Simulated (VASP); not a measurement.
Set up this calculation in VASP 6.6.1, as the native input.

| Item | Value |
| --- | --- |
| Task | single point |
| Functional | PBEsol |
| Potentials or basis | VASP PAW PBE potentials, release 64 (Ti_sv, H) |
| Cutoff | 520 eV |
| k mesh | 9 × 9 × 9 |
| Occupations | fermi-dirac, width 0.1 eV |
| Spin | no spin polarisation |
| Dipole correction | no |
| Further INCAR settings | ALGO = Normal; EDIFF = 1e-07; NBANDS = 14 |

The structure of TiH lies in POSCAR:

```
TiH
1.0
    0.0000000000      2.0896970000      2.0896970000
    2.0896970000      0.0000000000      2.0896970000
    2.0896970000      2.0896970000      0.0000000000
Ti H
1 1
Direct
    0.0000000000      0.0000000000      0.0000000000
    0.5000000000      0.5000000000      0.5000000000
```

The cell comes from a database or a generator and needn't be the stable form of this composition.

These files were run (other wordings do the same):

INCAR

```
SYSTEM = TiH
ALGO = Normal ; EDIFF = 1E-7
ENCUT = 520 ; GGA = PS
ISIF = 2 ; ISMEAR = -1
LASPH = .True. ; LCHARG = .False.
LREAL = .False. ; LWAVE = .False.
NBANDS = 14 ; NELM = 100
PREC = Accurate ; SIGMA = 0.1
```

KPOINTS

```
k-points
0
Gamma
  9 9 9
  0 0 0
```

Potentials or basis: VASP PAW PBE potentials, release 64 (Ti_sv, H).

Launch:

```console
$ cat potpaw_PBE.64/Ti_sv/POTCAR potpaw_PBE.64/H/POTCAR > POTCAR
$ mpirun -np 1 vasp_std > vasp.out
```

Results of the run:

```json
{
 "Pressure": "-3.8 GPa",
 "Band gap on the k mesh": "none (metal or under the smearing width)"
}
```

Caveat: the PAW data sets were made with another functional, which shifts forces and pressure a little.

Run time: 4.7 s on 1 thread of Intel(R) Xeon(R) 6975P-C (Granite Rapids), with other jobs on the host, peak memory 0.14 GiB.
